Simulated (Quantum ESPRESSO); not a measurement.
Sb:

```
Sb
1.0
    -1.57654    1.57654    2.71194
     1.57654   -1.57654    2.71194
     1.57654    1.57654   -2.71194
Sb
1
Direct
  0.00000 0.00000 0.00000
```

This isn't the form of Sb at room conditions, which is rhombohedral.

| Quantity | Value |
| --- | --- |
| Program | Quantum ESPRESSO 7.5 |
| Task | single point |
| Functional | PBEsol |
| Potentials or basis | GBRV 1.5 PBEsol |
| Cutoff | 612 eV |
| Density cutoff | 4898 eV |
| k mesh | 12 × 12 × 12 |
| Occupations | fermi-dirac, width 0.05 eV |
| Spin | no spin polarisation |

On this cell: pressure -1.4 GPa; band gap on the k mesh none (metal or under the smearing width).

The same run follows on a disturbed copy (cell strained at random at fixed volume):

```
Sb
1.0
    -1.57758    1.58021    2.71183
     1.56699   -1.54428    2.68478
     1.60429    1.57099   -2.69094
Sb
1
Direct
  0.01775 0.00466 0.01701
```

**Question.** What changes?

**Answer.** The energy (extrapolated to zero smearing) moves by -1.2 meV/atom; pressure -1.5 GPa; band gap on the k mesh none (metal or under the smearing width).

Stress tensor (GPa, compression positive):
```
-1.66  0.20  0.01
 0.20 -0.93  0.23
 0.01  0.23 -1.92
```

The energy falls, though the first cell shows no forces: that form is unstable against this distortion, unless noise or another electronic state is at work.
